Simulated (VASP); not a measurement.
# C (Graphite): input slips in a relaxation and what they do

Some relaxations of C (Graphite) get a fault in the input on purpose. Which of them show, and how? The starting structure is a measured crystal structure from the Crystallography Open Database. The first relaxation on each setting starts from this cell expanded by 3 % in volume.

Main program and level: VASP 6.6.1; Kohn-Sham DFT with plane waves and PAW; PBEsol.

**1. Set-up**

Symmetry: P6_3/mmc, No. 194, hexagonal system. Conventional cell: a = 2.464 Å, b = 2.464 Å, c = 6.711 Å, α = 90.00°, β = 90.00°, γ = 120.00°. C has 3 C at 1.42 Å nearest. C has 3 C at 1.42 Å nearest.

As a file:

```cif
data_structure
_symmetry_space_group_name_H-M 'P 1'
_symmetry_Int_Tables_number 1
_cell_length_a 2.4640
_cell_length_b 2.4640
_cell_length_c 6.7110
_cell_angle_alpha 90.000
_cell_angle_beta 90.000
_cell_angle_gamma 120.000
_cell_volume 35.29
loop_
_atom_site_label
_atom_site_type_symbol
_atom_site_fract_x
_atom_site_fract_y
_atom_site_fract_z
_atom_site_occupancy
C1 C 0.66667 0.33333 0.75000 1
C2 C 0.33333 0.66667 0.25000 1
C3 C 0.00000 0.00000 0.75000 1
C4 C 0.00000 0.00000 0.25000 1
```

**2. Reference relaxation**

This run starts from the cell of an earlier relaxation, which isn't shown; the restart sets up the plane waves anew.

Input file INCAR:

```
SYSTEM = C
PREC = Accurate
ENCUT = 520
EDIFF = 1E-06
NELM = 100
ISMEAR = 0
SIGMA = 0.03
LREAL = .FALSE.
ALGO = Normal
GGA = PS
NBANDS = 14
LORBIT = 11
LWAVE = .FALSE.
LCHARG = .FALSE.
KPAR = 8
IBRION = 2
NSW = 50
ISIF = 3
EDIFFG = -0.006
```

Input file POSCAR:

```
C
1.0
    2.4609611412      0.0000000000      0.0000000000
   -1.2304805705      2.1312548660      0.0000000000
    0.0000000000      0.0000000000      7.1701018427
C
4
Direct
    0.6666666667      0.3333333333      0.7500000000
    0.3333333333      0.6666666667      0.2500000000
    0.0000000000      0.0000000000      0.7500000000
    0.0000000000      0.0000000000      0.2500000000
```

Input file KPOINTS:

```
Automatic mesh
0
Gamma
10 10 4
0 0 0
```

PAW data sets: C (PBE family, release 64).

The run is started by

```sh
mpirun -np 8 vasp_std
```

What it wrote:

```text
[banner, memory and clock lines left out]
running    8 mpi-ranks, on    1 nodes
 distrk:  each k-point on    1 cores,    8 groups
 distr:  one band on    1 cores,    1 groups

 POSCAR found type information on POSCAR C
 POSCAR found :  1 types and       4 ions
|                                                                             |
|           W    W    AA    RRRRR   N    N  II  N    N   GGGG   !!!           |
|           W    W   A  A   R    R  NN   N  II  NN   N  G    G  !!!           |
|           W    W  A    A  R    R  N N  N  II  N N  N  G       !!!           |
|           W WW W  AAAAAA  RRRRR   N  N N  II  N  N N  G  GGG   !            |
|           WW  WW  A    A  R   R   N   NN  II  N   NN  G    G                |
|           W    W  A    A  R    R  N    N  II  N    N   GGGG   !!!           |
|                                                                             |
|     For optimal performance we recommend to set                             |
|       NCORE = 2 up to number-of-cores-per-socket                            |
|     NCORE specifies how many cores store one orbital (NPAR=cpu/NCORE).      |
|     This setting can greatly improve the performance of VASP for DFT.       |
|     The default, NCORE=1 might be grossly inefficient on modern             |
|     multi-core architectures or massively parallel machines. Do your        |
|     Unfortunately you need to use the default for GW and RPA                |
|     calculations (for HF NCORE is supported but not extensively tested      |
|     yet).                                                                   |
|                                                                             |

|                                                                             |
|               ----> ADVICE to this user running VASP <----                  |
|                                                                             |
|     You enforced a specific xc type in the INCAR file but a different       |
|     [... a line on the potential file left out ...]
|     I HOPE YOU KNOW WHAT YOU ARE DOING!                                     |
|                                                                             |

 LDA part: xc-table for (Slater+PW92), standard interpolation
 POSCAR, INCAR and KPOINTS ok, starting setup
 FFT: planning ... GRIDC
 FFT: planning ... GRID_SOFT
 FFT: planning ... GRID
 WAVECAR not read
 entering main loop
       N       E                     dE             d eps       ncg     rms          rms(c)
DAV:   1     0.439280534689E+02    0.43928E+02   -0.78791E+03  1176   0.104E+03
DAV:   2    -0.374165674718E+02   -0.81345E+02   -0.73061E+02  1662   0.212E+02
DAV:   3    -0.409600959737E+02   -0.35435E+01   -0.35204E+01  1530   0.430E+01
DAV:   4    -0.410005045064E+02   -0.40409E-01   -0.40384E-01  1458   0.529E+00
DAV:   5    -0.410014004382E+02   -0.89593E-03   -0.89510E-03  1574   0.742E-01    0.905E+00
DAV:   6    -0.391676687707E+02    0.18337E+01   -0.14306E+00  1302   0.792E+00    0.525E+00
DAV:   7    -0.385769047223E+02    0.59076E+00   -0.17058E+00  1332   0.874E+00    0.135E+00
DAV:   8    -0.385827468921E+02   -0.58422E-02   -0.63088E-02  1278   0.168E+00    0.251E-01
DAV:   9    -0.385817981087E+02    0.94878E-03   -0.20646E-03  1506   0.327E-01    0.960E-02
DAV:  10    -0.385820215657E+02   -0.22346E-03   -0.63616E-04  1296   0.167E-01    0.610E-02
DAV:  11    -0.385820222786E+02   -0.71285E-06   -0.24349E-05  1478   0.366E-02    0.612E-03
DAV:  12    -0.385820237341E+02   -0.14555E-05   -0.14404E-06  1226   0.865E-03    0.424E-03
DAV:  13    -0.385820237765E+02   -0.42423E-07   -0.27792E-07  1050   0.442E-03
   1 F= -.38582024E+02 E0= -.38582024E+02  d E =-.385820E+02
[...]
2 F= -.38582038E+02 E0= -.38582038E+02  d E =-.142091E-04
[...]
3 F= -.38582053E+02 E0= -.38582053E+02  d E =-.293228E-04
[...]
4 F= -.38582057E+02 E0= -.38582057E+02  d E =-.365173E-05
[...]
5 F= -.38582066E+02 E0= -.38582066E+02  d E =-.133921E-04
[...]
6 F= -.38582086E+02 E0= -.38582086E+02  d E =-.327836E-04
[...]
7 F= -.38582121E+02 E0= -.38582121E+02  d E =-.679465E-04
 curvature:  -2.31 expect dE=-0.611E-04 dE for cont linesearch -0.534E-05
 ZBRENT: increasing intervall
 opt :   1.2195  next Energy=   -38.582121 (dE=-0.676E-04)
 bond charge predicted
       N       E                     dE             d eps       ncg     rms          rms(c)
DAV:   1    -0.385827898652E+02   -0.66924E-03   -0.20561E-02  1194   0.107E+00    0.932E-02
DAV:   2    -0.385823649137E+02    0.42495E-03   -0.58854E-04  1230   0.171E-01    0.522E-02
DAV:   3    -0.385821751850E+02    0.18973E-03   -0.52859E-04  1212   0.151E-01    0.160E-02
DAV:   4    -0.385821769012E+02   -0.17162E-05   -0.18482E-05  1332   0.300E-02    0.172E-02
DAV:   5    -0.385821754771E+02    0.14240E-05   -0.38617E-07   990   0.537E-03    0.168E-02
DAV:   6    -0.385821759544E+02   -0.47732E-06   -0.67771E-07   672   0.589E-03
   8 F= -.38582176E+02 E0= -.38582176E+02  d E =-.122855E-03
 curvature:   0.15 expect dE= 0.525E-06 dE for cont linesearch  0.518E-06
 trial: gam= 0.00000 g(F)=  0.745E-46 g(S)=  0.360E-05 ort =-0.549E-04 (trialstep = 0.265E+00)
 search vector abs. value=  0.360E-05
 reached required accuracy - stopping structural energy minimisation
```

Run time: 15 s. Hardware: 8 MPI ranks of Intel Xeon Platinum 8375C at 2.90GHz (Ice Lake), shared host; peak memory 1.3 GiB.

Lines that name or quote the potential files are left out of all logs, and their timing lines are given in words.

OUTCAR, selected parts (step 2):

```text
ion  position               nearest neighbor table
   1  0.667  0.333  0.750-   3 1.42   3 1.42   3 1.42
   2  0.333  0.667  0.250-   4 1.42   4 1.42   4 1.42
   3  0.000  0.000  0.750-   1 1.42   1 1.42   1 1.42
   4  0.000  0.000  0.250-   2 1.42   2 1.42   2 1.42

  LATTYP: Found a hexagonal cell.
 ALAT       =     2.4609611412
 C/A-ratio  =     2.9135372041

 Subroutine GETGRP returns: Found 24 space group operations
 (whereof 12 operations were pure point group operations)

The static configuration has the point symmetry D_3d.
 The point group associated with its full space group is D_6h.

 Found     42 irreducible k-points:

   k-points           NKPTS =     42   k-points in BZ     NKDIM =     42   number of bands    NBANDS=     14

   dimension x,y,z NGX =    18 NGY =   18 NGZ =   54
   dimension x,y,z NGXF=    36 NGYF=   36 NGZF=  108

   ENCUT  =  520.0 eV  38.22 Ry    6.18 a.u.   4.58  4.58 13.33*2*pi/ulx,y,z

   NELECT =      16.0000    total number of electrons

 k-points in reciprocal lattice and weights: Automatic mesh
   0.00000000  0.00000000  0.00000000       0.003
   0.10000000  0.00000000  0.00000000       0.015
   0.20000000  0.00000000  0.00000000       0.015
   0.30000000  0.00000000  0.00000000       0.015
   0.40000000 -0.00000000  0.00000000       0.015
   0.50000000  0.00000000  0.00000000       0.007
   0.10000000  0.10000000  0.00000000       0.015
   0.20000000  0.10000000  0.00000000       0.030
   0.30000000  0.10000000  0.00000000       0.030
[...]
0.40000000  0.20000000  0.50000000       0.015
   0.30000000  0.30000000  0.50000000       0.015

 average (electrostatic) potential at core
       1 -51.4267       2 -51.4267       3 -51.4412       4 -51.4412

 E-fermi :   3.4689

 k-point     1 :       0.0000    0.0000    0.0000
  band No.  band energies     occupation
    ...
      4      -2.9375      2.00000
      5       1.0497      2.00000
      6       1.0497      2.00000
      7       1.0582      2.00000
      8       1.0582      2.00000
      9       7.5793      0.00000
     10      12.3650      0.00000
     11      12.3650      0.00000
     12      12.3923      0.00000
     13      12.3923      0.00000
    ...

 k-point     2 :       0.1000    0.0000    0.0000
  band No.  band energies     occupation
    ...
      4      -2.6616      2.00000
      5       0.1238      2.00000
      6       0.1432      2.00000
      7       0.5661      2.00000
      8       0.5810      2.00000
      9       7.8769      0.00000
     10      12.4191      0.00000
     11      12.4802      0.00000
     12      13.0534      0.00000
     13      13.3618      0.00000
    ...

 k-point     3 :       0.2000    0.0000    0.0000
  band No.  band energies     occupation
    ...
      4      -2.0760      2.00000
      5      -2.0354      2.00000
      6      -1.8470      2.00000
      7      -0.4652      2.00000
      8      -0.4437      2.00000
      9       8.7706      0.00000
     10      12.2260      0.00000
     11      12.3655      0.00000
     12      12.4843      0.00000
     13      12.7637      0.00000
    ...

  Total        0.0025052      0.0025052     -0.0169001      0.0000000      0.0000000      0.0000000
  in kB        0.1061851      0.1061851     -0.7163169      0.0000000      0.0000000      0.0000000
  external PRESSURE =      -0.1679822 kB  Pullay stress =       0.0000000 kB

  energy-cutoff  :      520.00
  volume of cell :       37.80
      direct lattice vectors                 reciprocal lattice vectors
     2.460963379  0.000000000 -0.000000000     0.406344933  0.234603357  0.000000000
    -1.230481690  2.131256804 -0.000000000    -0.000000000  0.469206713  0.000000000
     0.000000000 -0.000000000  7.207001832     0.000000000  0.000000000  0.138753954

 POSITION                                       TOTAL-FORCE (eV/Angst)
 -----------------------------------------------------------------------------------
      1.23048      0.71042      5.40525        -0.000000      0.000000     -0.000000
     -0.00000      1.42084      1.80175         0.000000     -0.000000      0.000000
      0.00000     -0.00000      5.40525         0.000000      0.000000     -0.000000
      1.23048      2.13126      1.80175        -0.000000      0.000000      0.000000
 -----------------------------------------------------------------------------------
    total drift:                                0.000000     -0.000000      0.000000

  FREE ENERGIE OF THE ION-ELECTRON SYSTEM (eV)
  ---------------------------------------------------
  free  energy   TOTEN  =       -38.5821759544 eV

  energy  without entropy=      -38.5821759544  energy(sigma->0) =      -38.58217595

 reached required accuracy - stopping structural energy minimisation

 total charge
# of ion       s       p       d       tot
------------------------------------------
    1        0.860   1.788   0.000   2.648
    2        0.860   1.788   0.000   2.648
    3        0.860   1.786   0.000   2.647
    4        0.860   1.786   0.000   2.647
--------------------------------------------------
tot          3.440   7.149   0.000  10.589

[... 3 further parts left out ...]
```

The PAW data sets were made with PBE, which is usual practice but a small mismatch for other functionals. The run keeps the 24 symmetry operations of its start, so it cannot find a distortion of lower symmetry.

The reference relaxation ends at 9.450 Å³ an atom.

**3. Relaxation with a functional's name that the tag doesn't take**

A slip made on purpose: a functional's name that the tag doesn't take. Against step 2 the input has GGA = PBESOL (also changed: NELM).

Edit INCAR of step 2 so:

```diff
@@ -4,3 +4,3 @@
 EDIFF = 1E-06
-NELM = 100
+NELM = 60
 ISMEAR = 0
@@ -9,3 +9,3 @@
 ALGO = Normal
-GGA = PS
+GGA = PBESOL
 NBANDS = 14
```

Input file POSCAR:

```
C
1.0
    2.4883976263      0.0000000000      0.0000000000
   -1.2441988131      2.1550155591      0.0000000000
    0.0000000000      0.0000000000      6.7774498661
C
4
Direct
    0.6666666667      0.3333333333      0.7500000000
    0.3333333333      0.6666666667      0.2500000000
    0.0000000000      0.0000000000      0.7500000000
    0.0000000000      0.0000000000      0.2500000000
```

KPOINTS is that of step 2.

The run is started by

```sh
mpirun -np 8 vasp_std
```

What it wrote:

```text
[banner, memory and clock lines left out]
running    8 mpi-ranks, on    1 nodes
[...]
|                                                                             |
|           W    W    AA    RRRRR   N    N  II  N    N   GGGG   !!!           |
|           W    W   A  A   R    R  NN   N  II  NN   N  G    G  !!!           |
|           W    W  A    A  R    R  N N  N  II  N N  N  G       !!!           |
|           W WW W  AAAAAA  RRRRR   N  N N  II  N  N N  G  GGG   !            |
|           WW  WW  A    A  R   R   N   NN  II  N   NN  G    G                |
|           W    W  A    A  R    R  N    N  II  N    N   GGGG   !!!           |
|                                                                             |
|     For optimal performance we recommend to set                             |
|       NCORE = 2 up to number-of-cores-per-socket                            |
|     NCORE specifies how many cores store one orbital (NPAR=cpu/NCORE).      |
|     This setting can greatly improve the performance of VASP for DFT.       |
[...]
|     calculations (for HF NCORE is supported but not extensively tested      |
|     yet).                                                                   |
|                                                                             |

|                                                                             |
|     EEEEEEE  RRRRRR   RRRRRR   OOOOOOO  RRRRRR      ###     ###     ###     |
|     E        R     R  R     R  O     O  R     R     ###     ###     ###     |
|     E        R     R  R     R  O     O  R     R     ###     ###     ###     |
|     EEEEE    RRRRRR   RRRRRR   O     O  RRRRRR       #       #       #      |
|     E        R   R    R   R    O     O  R   R                               |
|     E        R    R   R    R   O     O  R    R      ###     ###     ###     |
|     EEEEEEE  R     R  R     R  OOOOOOO  R     R     ###     ###     ###     |
|                                                                             |
|     Error: One of the selected functionals does not exist.                  |
|                                                                             |
|       ---->  I REFUSE TO CONTINUE WITH THIS SICK JOB ... BYE!!! <----       |
|                                                                             |

1
1
1
1
1
1
1
1
```

Wall time 6.8 s (8 MPI ranks).

VASP stopped with this message: “Error: One of the selected functionals does not exist”.

**4. Relaxation with the cell held fixed (ISIF = 2)**

A slip made on purpose: the cell held fixed (ISIF = 2). Against step 2 the input has ISIF = 2 (also changed: NELM).

Edit INCAR of step 3 so:

```diff
@@ -9,3 +9,3 @@
 ALGO = Normal
-GGA = PBESOL
+GGA = PS
 NBANDS = 14
@@ -17,3 +17,3 @@
 NSW = 50
-ISIF = 3
+ISIF = 2
 EDIFFG = -0.006
```

POSCAR is that of step 3.

KPOINTS is that of step 3.

The run is started by

```sh
mpirun -np 8 vasp_std
```

What it wrote:

```text
[banner, memory and clock lines left out]
running    8 mpi-ranks, on    1 nodes
[...]
[... a notice as in an earlier step ...]

 [... a notice as in an earlier step ...]

 LDA part: xc-table for (Slater+PW92), standard interpolation
 POSCAR, INCAR and KPOINTS ok, starting setup
[...]
entering main loop
       N       E                     dE             d eps       ncg     rms          rms(c)
DAV:   1     0.374662627577E+02    0.37466E+02   -0.80311E+03  1184   0.105E+03
DAV:   2    -0.375802845149E+02   -0.75047E+02   -0.68218E+02  1644   0.201E+02
DAV:   3    -0.406448348808E+02   -0.30646E+01   -0.30476E+01  1548   0.396E+01
DAV:   4    -0.406751836756E+02   -0.30349E-01   -0.30327E-01  1476   0.469E+00
[...]
DAV:  10    -0.385401081371E+02   -0.13099E-03   -0.31932E-04  1386   0.124E-01    0.460E-02
DAV:  11    -0.385401104039E+02   -0.22668E-05   -0.20822E-05  1458   0.343E-02    0.310E-03
DAV:  12    -0.385401110175E+02   -0.61360E-06   -0.85454E-07  1296   0.676E-03
   1 F= -.38540111E+02 E0= -.38540111E+02  d E =-.385401E+02
[...]
reached required accuracy - stopping structural energy minimisation
```

Run time: 4.8 s. Hardware: 8 MPI ranks; peak memory 1.2 GiB; 26 s of CPU time.

Parts of OUTCAR (step 4):

```text
  Total       -3.0029073     -3.0029073      0.2723522     -0.0000000     -0.0000000      0.0000000
  in kB     -132.3780585   -132.3780585     12.0061841     -0.0000000     -0.0000000      0.0000000
  external PRESSURE =     -84.2499776 kB  Pullay stress =       0.0000000 kB

 POSITION                                       TOTAL-FORCE (eV/Angst)
 -----------------------------------------------------------------------------------
      1.24420      0.71834      5.08309        -0.000000      0.000000      0.000000
     -0.00000      1.43668      1.69436         0.000000     -0.000000      0.000000
      0.00000      0.00000      5.08309         0.000000      0.000000     -0.000000
      0.00000      0.00000      1.69436         0.000000     -0.000000     -0.000000
 -----------------------------------------------------------------------------------
    total drift:                               -0.000000      0.000000      0.000000

  FREE ENERGIE OF THE ION-ELECTRON SYSTEM (eV)
  ---------------------------------------------------
  free  energy   TOTEN  =       -38.5401110175 eV

  energy  without entropy=      -38.5401110175  energy(sigma->0) =      -38.54011102

[... 2 parts as in an earlier step ...]

[... 2 further parts left out ...]
[key lines of the parts left out:]
E-fermi :   4.0523
```

With the cell held fixed (ISIF = 2) the cell ends at 9.086 Å³ an atom, -3.85 % from the reference, a by +1.1 % and c by -6.0 %.

(Part 1 of 2 ends here.)

[Lines on the potential files, build, host, timing and source positions are cut from VASP's logs without a mark.]

[Logs are printed without paths, hosts, clocks, repeated set-up lines and the standing remarks that a program may print on its own settings, such as how far it seeks lower states.]

[Hosts, paths, dates, database ids (printed as entryN), source tags and the programs' standing remarks are cut or masked in the printed files.]
